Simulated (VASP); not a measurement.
Wanted: the native input for a VASP 6.6.1 run.

```
Task                   : vibrations by finite differences
Functional             : LDA
Potentials or basis    : VASP PAW LDA potentials, release 64 (C, O)
Cutoff                 : 400 eV
k mesh                 : 1 × 1 × 1
Occupations            : gaussian, width 0.01 eV
Spin                   : no spin polarisation
Further INCAR settings : ALGO = Normal; EDIFF = 1e-07; ISYM = 0; IBRION = 5; POTIM = 0.015; NSW = 1
```

The structure of CO lies in POSCAR:

```
CO                                      
1.0
   11.4664208122      0.0000000000      0.0000000000
    0.0000000000     11.9664208122      0.0000000000
    0.0000000000      0.0000000000     12.4664208122
  C               O             
     1     1
Selective dynamics
Direct
0.5219830802999965  0.5161969978000016  0.4612390425999990  T T T
0.4777054833167632  0.4919920837880881  0.5393089229761181  T T T
```

These files were run (other wordings do the same):

INCAR

```
  PREC = Accurate
  ENCUT = 400
  EDIFF = 1E-7
  ISMEAR = 0
  SIGMA = 0.01
  LREAL = F
  LASPH = T
  NELM = 100
  ALGO = Normal
  ISIF = 2
  LWAVE = F
  LCHARG = F
  IBRION = 5
  NFREE = 2
  POTIM = 0.015
  NSW = 1
  ISYM = 0
```

KPOINTS

```
Automatic mesh
0
Gamma
  1 1 1
```

Potentials or basis: VASP PAW LDA potentials, release 64 (C, O).

Run with:

```console
$ cat potpaw_LDA.64/C/POTCAR potpaw_LDA.64/O/POTCAR > POTCAR
$ mpirun -np 1 vasp_gam > vasp.out
```

It gave:

| Quantity | Value |
| --- | --- |
| Highest phonon frequency at Γ, LO-TO splitting left out | 2172 cm⁻¹ |
| Most unstable mode | 37i cm⁻¹ |

Caveat: some modes are imaginary; the standard files for N, O and F lose accuracy on very short bonds.

It took 3.2 min on 1 thread of Intel(R) Xeon(R) 6975P-C (Granite Rapids), with other jobs on the host, peak memory 0.7 GiB.
